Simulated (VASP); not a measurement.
A run of VASP 6.6.1:

File INCAR:

```
ALGO = Normal
EDIFF = 1E-8
ENCUT = 520
GGA = PE
ISIF = 2
ISMEAR = -1
LASPH = True
LCHARG = False
LEFG = True
LREAL = False
LWAVE = False
NBANDS = 15
NELM = 100
PREC = Accurate
SIGMA = 0.01
```

KPOINTS

```
k-points
0
Gamma
  7 7 7
```

File POSCAR:

```
CsI
1.0
    4.6562658762      0.0000000000      0.0000000000
    0.0000000000      4.6562658762      0.0000000000
    0.0000000000      0.0000000000      4.6562658762
Cs I
1 1
Direct
    0.0000000000      0.0000000000      0.0000000000
    0.5000000000      0.5000000000      0.5000000000
```

Potentials or basis: VASP PAW PBE potentials, release 64 (Cs_sv, I).

The run is started by

```console
$ cat potpaw_PBE.64/Cs_sv/POTCAR potpaw_PBE.64/I/POTCAR > POTCAR
$ mpirun -np 1 vasp_std > vasp.out
```

Hardware: 1 thread of Intel(R) Xeon(R) Platinum 8375C CPU @ 2.90GHz (Ice Lake) (shared host).

Question: Estimate the wall time of this run.

Answer: Run time: 36 s on 1 thread of Intel(R) Xeon(R) Platinum 8375C CPU @ 2.90GHz (Ice Lake) (shared host), peak memory 0.21 GiB. Counts: scf iterations 16, k points 20.
